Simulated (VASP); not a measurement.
Runs of VASP 6.6.1 on PbS. The structure is cubic, space group Fm-3m (No. 225). Conventional cell: a = 5.976 Å, b = 5.976 Å, c = 5.976 Å, α = 90.00°, β = 90.00°, γ = 90.00°. Pb (site symmetry m-3m) has 6 S at 2.99 Å as nearest neighbours. Around S (site symmetry m-3m) lie 6 Pb at 2.99 Å. The cell is a database's computed one.

```tsv
task	level	cell	k mesh	cutoff (eV)	mesh quality	gap on the mesh (eV)	pressure (GPa)	relaxed volume (Å³/atom)
relaxation of cell and atoms	PBEsol	relaxed	4 × 4 × 4	600	coarse	0.21	0.0	25.76
relaxation of cell and atoms	PBEsol	relaxed	10 × 10 × 10	300	not flagged	(a)	0.0	25.50
single point	PBEsol	as given	10 × 10 × 10	520	not flagged	0.34	(c)	-
relaxation of cell and atoms	PBEsol	relaxed	10 × 10 × 10	600	not flagged	0.20	0.0	(b)
relaxation of cell and atoms	RPBE	relaxed	10 × 10 × 10	600	not flagged	0.71	0.0	28.10
```

Alike in all rows: potentials or basis VASP PAW PBE potentials, release 64 (Pb_d, S); no spin polarisation; smearing gaussian 0.02 eV.

Question: Estimate the missing entries.

Answer: (a) 0.17; (b) 25.72; (c) -2.1.

Caveats: some runs use coarse meshes; the PAW data sets were made with another functional, which shifts forces and pressure a little; spin-orbit coupling is left out, which as a rule narrows the gap of such compounds by several tenths of an eV; the cutoff is under 1.25 times the usual one of these potentials, so pressure, stress and relaxed cells hold a basis-set (Pulay) error (some runs).

A k mesh can miss the band edges, and the runs leave out spin-orbit coupling on Pb.

Runs at the PBE level aren't shown here.
